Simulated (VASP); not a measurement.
# H (I4/mmm) in VASP: a series of runs

One crystal, H, is run at these levels: PBE; tasks: single point.

Everything below comes from runs of VASP 6.6.1. Logs are shortened: lines on timing, memory, paths and dates and some standing lists are left out, and cuts for length are marked.

### Step 1. The structure

It takes space group I4/mmm (No. 139, tetragonal). The conventional cell has a = 3.383 Å, b = 3.383 Å, c = 4.117 Å, α = 90.00°, β = 90.00°, γ = 90.00°. H (site symmetry 4mm) has 1 H at 0.74 Å as nearest neighbours.

### Step 2. Single point, PBE

File INCAR:

```
SYSTEM = H
PREC = Accurate
ENCUT = 900
EDIFF = 1E-8
ISMEAR = 1
SIGMA = 0.1
LREAL = .False.
LASPH = .True.
NELM = 100
ALGO = Normal
ISIF = 2
LWAVE = .False.
LCHARG = .False.
GGA = PE
NBANDS = 8
ADDGRID = .False.
```

File KPOINTS:

```
regular mesh
0
Gamma
  17 17 17
  0 0 0
```

File POSCAR:

```
H
1.0
   -1.6915344700      1.6915344700      2.0584739900
    1.6915344700     -1.6915344700      2.0584739900
    1.6915344700      1.6915344700     -2.0584739900
H
2
Direct
    0.0901377100      0.0901377100      0.0000000000
    0.9098622900      0.9098622900      0.0000000000
```

Potentials or basis: VASP PAW PBE potentials, release 64 (H).

Started as:

```bash
cat potpaw_PBE.64/H/POTCAR > POTCAR
mpirun -np 1 vasp_std > vasp.out
```

OUTCAR:

```text
SYSTEM = H
   PREC = Accurate
   ENCUT = 900
   EDIFF = 1E-8
   ISMEAR = 1
   LREAL = .False.
   LASPH = .True.
   NELM = 100
   ISIF = 2
   GGA = PE

 ion  position               nearest neighbor table
   1  0.090  0.090  0.000-   2 0.74
   2  0.910  0.910  0.000-   1 0.74

  LATTYP: Found a body centered tetragonal cell.
 ALAT       =     3.3830689400
 C/A-ratio  =     1.2169270130

  Lattice vectors:

 A1 = (  -1.6915344700,   1.6915344700,   2.0584739900)
 A2 = (   1.6915344700,  -1.6915344700,   2.0584739900)
 A3 = (   1.6915344700,   1.6915344700,  -2.0584739900)

Analysis of symmetry for initial positions (statically):
=====================================================================
 Subroutine PRICEL returns:
 Original cell was already a primitive cell.

 Routine SETGRP: Setting up the symmetry group for a
 body centered tetragonal supercell.

 Subroutine GETGRP returns: Found 16 space group operations
 (whereof 16 operations were pure point group operations)
 out of a pool of 16 trial point group operations.

The static configuration has the point symmetry D_4h.

Analysis of symmetry for dynamics (positions and initial velocities):
=====================================================================
 Subroutine PRICEL returns:
 Original cell was already a primitive cell.

 Routine SETGRP: Setting up the symmetry group for a
 body centered tetragonal supercell.

 Subroutine GETGRP returns: Found 16 space group operations
 (whereof 16 operations were pure point group operations)
 out of a pool of 16 trial point group operations.

The dynamic configuration has the point symmetry D_4h.

 Subroutine INISYM returns: Found 16 space group operations
 (whereof 16 operations are pure point group operations),
 and found     1 'primitive' translations

----------------------------------------------------------------------------------------

                                     Primitive cell

  volume of cell :      23.5596

  direct lattice vectors                    reciprocal lattice vectors
    -1.691534470  1.691534470  2.058473990     0.000000000  0.295589602  0.242898381
     1.691534470 -1.691534470  2.058473990     0.295589602  0.000000000  0.242898381
     1.691534470  1.691534470 -2.058473990     0.295589602  0.295589602  0.000000000

  length of vectors
[... 83 lines left out ...]
   LREAL  =      F    real-space projection
   EDIFFG = 0.1E-06   stopping-criterion for IOM
   NSW    =      0    number of steps for IOM
   IBRION =     -1    ionic relax: 0-MD 1-quasi-New 2-CG
   NFREE  =      0    steps in history (QN), initial steepest desc. (CG)
   ISIF   =      2    stress and relaxation
   ISYM   =      2    0-nonsym 1-usesym 2-fastsym
   POTIM  = 0.5000    time-step for ionic-motion
   TEBEG  =    0.0;   TEEND  =   0.0 temperature during run
   PSTRESS=    0.0 pullay stress
   NELECT =       2.0000    total number of electrons
   NUPDOWN=      -1.0000    fix difference up-down
   EMIN   =  10.00;   EMAX   =-10.00  energy-range for DOS
   EFERMI =   0.00;   METHOD = LEGACY
   ISMEAR =     1;   SIGMA  =   0.10  broadening in eV -4-tet -1-fermi 0-gaus
   EFERMI_NEDOS =   21; number of points for ismear=-14 and -15
   IALGO  =     38    algorithm
   IMIX   =      4    mixing-type and parameters
     AMIX     =   0.40;   BMIX     =  1.00
     AMIX_MAG =   1.60;   BMIX_MAG =  1.00
  volume/ion in A,a.u.               =      11.78        79.49
  Fermi-wavevector in a.u.,A,eV,Ry     =   0.719497  1.359653  7.043413  0.517676
  Thomas-Fermi vector in A             =   1.808708
   LORBIT       =      0    0 simple, 1 ext, 2 COOP (PROOUT), +10 PAW based schemes
   GGA     = PE    functional components
   LHFCALC =     F    Hartree Fock is set to
   AEXX    =    0.0000 exact exchange contribution
   IVDW    =     0    specifies the selected vdW correction
   LEPSILON=     F    determine dielectric tensor
   LRPA    =     F    only Hartree local field effects (RPA)
 non-spin polarized calculation
 Methfessel and Paxton  Order N= 1 SIGMA  =   0.10
  energy-cutoff  :      900.00
  volume of cell :       23.56
 maximum number of plane-waves:      1462
   NGX = 15   NGY = 15   NGZ = 15

 number of electron       2.0000000 magnetization

 Free energy of the ion-electron system (eV)
  ---------------------------------------------------
  ext. energy  EPLUGINS =         0.00000000
  ---------------------------------------------------
  free energy    TOTEN  =        -6.78349616 eV

  energy without entropy =       -6.78366406  energy(sigma->0) =       -6.78355212

 E-fermi :  -8.1384     XC(G=0):  -5.3441

 val. band max:       -8.1680466086   @ k =  -0.4706   0.4706   0.4706
 cond. band min:       0.8178701480   @ k =   0.4706  -0.0000   0.0000
 fundamental gap:      8.9859167565
 Fermi energy:        -8.1383608921

 k-point     1 :       0.0000    0.0000    0.0000
  band No.  band energies     occupation
      1     -10.5230      2.00000
      2       5.4440      0.00000
      3       8.9313      0.00000
      4      15.3786      0.00000
      5      15.3786      0.00000
      6      17.4564      0.00000
      7      17.4564      0.00000
      8      18.9770      0.00000
[... 243 lines left out ...]
 k-point    24 :      -0.1176    0.0588   -0.0000
  band No.  band energies     occupation
      1     -10.3846      2.00000
      2       4.9995      0.00000
      3       8.7031      0.00000
      4      14.1993      0.00000
      5      15.3190      0.00000
      6      16.6404      0.00000
      7      17.8194      0.00000
      8      18.6833      0.00000

 [... further k-points ...]

------------------------ aborting loop because EDIFF is reached ----------------------------------------

  FORCE on cell =-STRESS in cart. coord.  units (eV):
  Direction    XX          YY          ZZ          XY          YZ          ZX
  --------------------------------------------------------------------------------------
  -------------------------------------------------------------------------------------
  Total        0.0535570      0.0535570      0.2498854      0.0000000     -0.0000000      0.0000000
  in kB        3.6421690      3.6421690     16.9935575      0.0000000     -0.0000000      0.0000000
  external PRESSURE =       8.0926319 kB  Pullay stress =       0.0000000 kB

 VOLUME and BASIS-vectors are now :
 -----------------------------------------------------------------------------
  energy-cutoff  :      900.00
  volume of cell :       23.56
      direct lattice vectors                 reciprocal lattice vectors
    -1.691534470  1.691534470  2.058473990     0.000000000  0.295589602  0.242898381
     1.691534470 -1.691534470  2.058473990     0.295589602  0.000000000  0.242898381
     1.691534470  1.691534470 -2.058473990     0.295589602  0.295589602  0.000000000

 POSITION                                       TOTAL-FORCE (eV/Angst)
 -----------------------------------------------------------------------------------
      0.00000      0.00000      0.37109        -0.000000     -0.000000      0.254260
      0.00000      0.00000      3.74586         0.000000      0.000000     -0.254260
 -----------------------------------------------------------------------------------
    total drift:                               -0.000000     -0.000000      0.000000

  FREE ENERGIE OF THE ION-ELECTRON SYSTEM (eV)
  ---------------------------------------------------
  free  energy   TOTEN  =        -6.7834961570 eV

  energy  without entropy=       -6.7836640556  energy(sigma->0) =       -6.78355212
```

OSZICAR:

```text
N       E                     dE             d eps       ncg     rms          rms(c)
DAV:   1    -0.704333224731E+01   -0.70433E+01   -0.67052E+02  6480   0.251E+02
DAV:   2    -0.735710052298E+01   -0.31377E+00   -0.31383E+00  8528   0.965E+00
DAV:   3    -0.735770510104E+01   -0.60458E-03   -0.60458E-03  7368   0.438E-01
DAV:   4    -0.735770591893E+01   -0.81789E-06   -0.81856E-06  9800   0.173E-02
DAV:   5    -0.735770591932E+01   -0.38862E-09   -0.60118E-09  7568   0.285E-04    0.447E+00
DAV:   6    -0.696529049871E+01    0.39242E+00   -0.20840E-01  6744   0.135E+00    0.244E+00
DAV:   7    -0.677998554016E+01    0.18530E+00   -0.45927E-01  7328   0.214E+00    0.280E-01
DAV:   8    -0.678448447089E+01   -0.44989E-02   -0.89518E-03  7032   0.379E-01    0.178E-01
DAV:   9    -0.678348312887E+01    0.10013E-02   -0.24957E-03  8608   0.182E-01    0.132E-02
DAV:  10    -0.678349039206E+01   -0.72632E-05   -0.37994E-05  7568   0.394E-02    0.373E-03
DAV:  11    -0.678349593576E+01   -0.55437E-05   -0.52755E-06  7152   0.175E-02    0.246E-03
DAV:  12    -0.678349610945E+01   -0.17369E-06   -0.82466E-08  9464   0.212E-03    0.325E-04
DAV:  13    -0.678349615130E+01   -0.41854E-07   -0.19647E-08  7408   0.960E-04    0.238E-04
DAV:  14    -0.678349615704E+01   -0.57342E-08   -0.23392E-09  6800   0.182E-04
   1 F= -.67834962E+01 E0= -.67835521E+01  d E =0.167899E-03
```

stdout:

```text
POSCAR found type information on POSCAR H
 POSCAR found :  1 types and       2 ions
 scaLAPACK will be used
 LDA part: xc-table for (Slater+PW92), standard interpolation
 POSCAR, INCAR and KPOINTS ok, starting setup
 FFT: planning ... GRIDC
 FFT: planning ... GRID_SOFT
 FFT: planning ... GRID
 WAVECAR not read
 entering main loop
```

It took 1.9 min on 1 thread of Intel Xeon Platinum 8259CL at 2.50GHz (Skylake/Cascade Lake), shared host; peak memory 0.26 GiB.

What came out:

* Free energy: -6.7835 eV
* Pressure: 0.8 GPa
* Largest force: 0.254 eV/Å
* Band gap on the k mesh: 8.99 eV, indirect (least direct gap 9.79 eV)

Forces in eV/Å, atoms in the order of the input:
```
H    0.000  0.000  0.254
H    0.000  0.000 -0.254
```

Levels at points of the mesh, in eV from the valence-band top:
```tsv
k point	band 1	band 2	band 3	band 4
(0.00, 0.00, 0.00)	-2.36	13.61	17.10	23.55
```

Caveat: an odd mesh through Γ misses points on the zone boundary, where band edges often lie.

### Step 3. Single point, PBE

INCAR: that of step 2 with these lines changed.

```diff
@@ -2,6 +2,6 @@
 PREC = Accurate
-ENCUT = 900
-EDIFF = 1E-8
+ENCUT = 300
+EDIFF = 1E-6
 ISMEAR = 1
-SIGMA = 0.1
+SIGMA = 0.2
 LREAL = .False.
```

File KPOINTS:

```
regular mesh
0
Gamma
  3 3 3
  0 0 0
```

POSCAR is that of step 2.

Potentials or basis: VASP PAW PBE potentials, release 64 (H).

Started as:

```bash
cat potpaw_PBE.64/H/POTCAR > POTCAR
mpirun -np 1 vasp_std > vasp.out
```

Wall time 2 s (1 thread of Intel Xeon Platinum 8259CL at 2.50GHz (Skylake/Cascade Lake), shared host); peak memory 0.11 GiB.

The run converged, but some of its settings lie outside the range that counts as converged, so its numbers aren't taken as properties of the crystal.

What came out:

```yaml
Free_energy: -6.7364 eV
Pressure: -1.6 GPa
Largest_force: 0.302 eV/Å
Band_gap_on_the_k_mesh: 10.25 eV, indirect (least direct gap 10.50 eV)
```

Caveat: the k mesh is coarse (spacing up to 0.88 Å⁻¹), so the values aren't converged; the cutoff is under 1.25 times the usual one of these potentials, so pressure, stress and relaxed cells hold a basis-set (Pulay) error; an odd mesh through Γ misses points on the zone boundary, where band edges often lie.

### Step 4. Single point, PBE

INCAR: that of step 3 with these lines changed.

```diff
@@ -2,3 +2,3 @@
 PREC = Accurate
-ENCUT = 300
+ENCUT = 350
 EDIFF = 1E-6
```

KPOINTS is that of step 3.

POSCAR is that of step 3.

Started as:

```bash
cat potpaw_PBE.64/H/POTCAR > POTCAR
mpirun -np 1 vasp_std > vasp.out
```

Run time: 2.1 s. Hardware: 1 thread of Intel Xeon Platinum 8259CL at 2.50GHz (Skylake/Cascade Lake), shared host; peak memory 0.11 GiB.

These settings aren't checked as converged: the numbers below hold their error.

What came out:

| Property | Result |
| --- | --- |
| Free energy | -6.7560 eV |
| Pressure | -0.7 GPa |
| Largest force | 0.314 eV/Å |
| Band gap on the k mesh | 10.27 eV, indirect (least direct gap 10.51 eV) |

Caveat: the k mesh is coarse (spacing up to 0.88 Å⁻¹), so the values aren't converged; an odd mesh through Γ misses points on the zone boundary, where band edges often lie.

### Step 5. Single point, PBE

INCAR: that of step 4 with these lines changed.

```diff
@@ -2,3 +2,3 @@
 PREC = Accurate
-ENCUT = 350
+ENCUT = 400
 EDIFF = 1E-6
```

KPOINTS is that of step 4.

POSCAR is that of step 4.

Started as:

```bash
cat potpaw_PBE.64/H/POTCAR > POTCAR
mpirun -np 1 vasp_std > vasp.out
```

It took 2.6 s on 1 thread of Intel Xeon Platinum 8259CL at 2.50GHz (Skylake/Cascade Lake), shared host; peak memory 0.12 GiB.

The run converged, but some of its settings lie outside the range that counts as converged, so its numbers aren't taken as properties of the crystal.

What came out:

| Property | Result |
| --- | --- |
| Free energy | -6.7687 eV |
| Pressure | -0.1 GPa |
| Largest force | 0.304 eV/Å |
| Band gap on the k mesh | 10.27 eV, indirect (least direct gap 10.52 eV) |

Caveat: the k mesh is coarse (spacing up to 0.88 Å⁻¹), so the values aren't converged; an odd mesh through Γ misses points on the zone boundary, where band edges often lie.

[end of part 1 of 2]
